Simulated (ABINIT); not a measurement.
The system is TePt.

```
Te Pt
1.0
     0.00000    2.87303    2.87303
     2.87303    0.00000    2.87303
     2.87303    2.87303    0.00000
Te Pt
1 1
Direct
  0.75000 0.75000 0.75000
  0.00000 0.00000 0.00000
```

The cell was built by a generator and needn't be a form met in nature.

```yaml
Program: ABINIT 10.8.3 (patched build)
Task: relaxation of cell and atoms
Functional: PBE
Potentials_or_basis: JTH PAW PBE v2.0
Cutoff: 544 eV
k_mesh: 8 × 8 × 8
Occupations: fermi-dirac, width 0.05 eV
Spin: no spin polarisation
```

At the start: pressure 21.6 GPa; volume 23.71 Å³/atom.

Problem. Where does the relaxation end?

Solution. Over 5 steps the energy falls by 242.7 meV/atom and the volume is 27.98 Å³/atom (+18.0 %); space group F-43m (No. 216, to 0.05 Å).

The path:
| step | energy change (eV) | largest force (eV/Å) | pressure (GPa) | volume (Å³) |
| --- | --- | --- | --- | --- |
| 1 | 0.0000 | 0.0000 | 21.61 | 47.43 |
| 2 | -0.3199 | 0.0000 | 11.02 | 50.63 |
| 3 | -0.4768 | 0.0000 | 2.16 | 54.65 |
| 4 | -0.4852 | 0.0000 | 0.33 | 55.76 |
| 5 | -0.4854 | 0.0000 | 0.02 | 55.96 |

Final structure:
```
Te Pt
1.0
     0.00000    3.03595    3.03595
     3.03595    0.00000    3.03595
     3.03595    3.03595    0.00000
Te Pt
1 1
Direct
  0.75000 0.75000 0.75000
  0.00000 0.00000 0.00000
```

Caveat: the volume moved by over 15 % at a fixed basis, so the end points are rough; the atomic spheres overlap.
